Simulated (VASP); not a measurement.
Wanted: the native input for a VASP 6.6.1 run.

```
Task                   : single point
Functional             : LDA
Potentials or basis    : VASP PAW LDA potentials, release 64 (K_sv, Mg, F)
Cutoff                 : 520 eV
k mesh                 : 6 × 6 × 6
Occupations            : gaussian, width 0.05 eV
Spin                   : no spin polarisation
Dipole correction      : no
Further INCAR settings : ALGO = Normal; EDIFF = 1e-06; NBANDS = 24
```

The structure of KMgF3 lies in POSCAR:

```
KMgF3
1.0
    4.0403577290      0.4857908120      0.4857908120
    0.4857908120      4.0403577290      0.4857908120
    0.4857908120      0.4857908120      4.0403577290
K Mg F
1 1 3
Direct
    0.5000000000      0.5000000000      0.5000000000
    0.0000000000      0.0000000000      0.0000000000
    0.5000000000      0.0000000000      0.0000000000
    0.0000000000      0.5000000000      0.0000000000
    0.0000000000      0.0000000000      0.5000000000
```

These files were run (other wordings do the same):

INCAR

```
SYSTEM = KMgF3
PREC = Accurate ; ENCUT = 520
EDIFF = 1E-6 ; ISMEAR = 0
SIGMA = 0.05 ; LREAL = .False.
LASPH = .True. ; NELM = 80
ALGO = Normal ; ISIF = 2
LWAVE = .False. ; LCHARG = .False.
GGA = CA ; NBANDS = 24
```

KPOINTS

```
Automatic mesh
0
Gamma
  6 6 6
  0 0 0
```

Potentials or basis: VASP PAW LDA potentials, release 64 (K_sv, Mg, F).

Launch:

```sh
$ cat potpaw_LDA.64/K_sv/POTCAR potpaw_LDA.64/Mg/POTCAR potpaw_LDA.64/F/POTCAR > POTCAR
$ mpirun -np 1 vasp_std > vasp.out
```

Results of the run:

```json
{
  "Pressure": "-1.5 GPa",
  "Band gap on the k mesh": "5.17 eV, indirect (least direct gap 5.21 eV)"
}
```

It took 20 s on 1 thread of Intel(R) Xeon(R) 6975P-C (Granite Rapids) (shared host), peak memory 0.17 GiB.
